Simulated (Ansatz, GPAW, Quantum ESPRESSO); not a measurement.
## TaN: programs and potentials compared

```
Ta N
1.0
     0.00000    2.21132    2.21132
     2.21132    0.00000    2.21132
     2.21132    2.21132    0.00000
Ta N
1 1
Direct
  0.50000 0.50000 0.50000
  0.00000 0.00000 0.00000
```

The cell comes from a database or a generator and needn't be the stable form of this composition.

Alike in all runs: task band structure; functional PBE; k mesh 10 × 10 × 10; occupations fermi-dirac, width 0.05 eV; no spin polarisation; no spin-orbit coupling. Pressure is positive in compression and, in plane waves, holds the error of the finite cutoff, which Ansatz's Pulay term estimates and takes out.

```csv
program and potentials,plane-wave cutoff (eV),notes,pressure (GPa)
"Ansatz, Ansatz PAW",420,Pulay term of +0.49 GPa included,-1.34
"Quantum ESPRESSO, PseudoDojo 0.4.1 SR PBE standard",1143,-,-1.65
"GPAW, GPAW PAW data sets (gpaw-data 1.2.1)",800,-,?
"Ansatz, all-electron LAPW, scalar-relativistic",-,-,-1.18
```

Problem. Estimate from the other rows what the run with GPAW, GPAW PAW data sets (gpaw-data 1.2.1) gave.

Solution. Pressure -1.56 GPa. The other rows, which needn't bracket it: pressure -1.65 to -1.18.
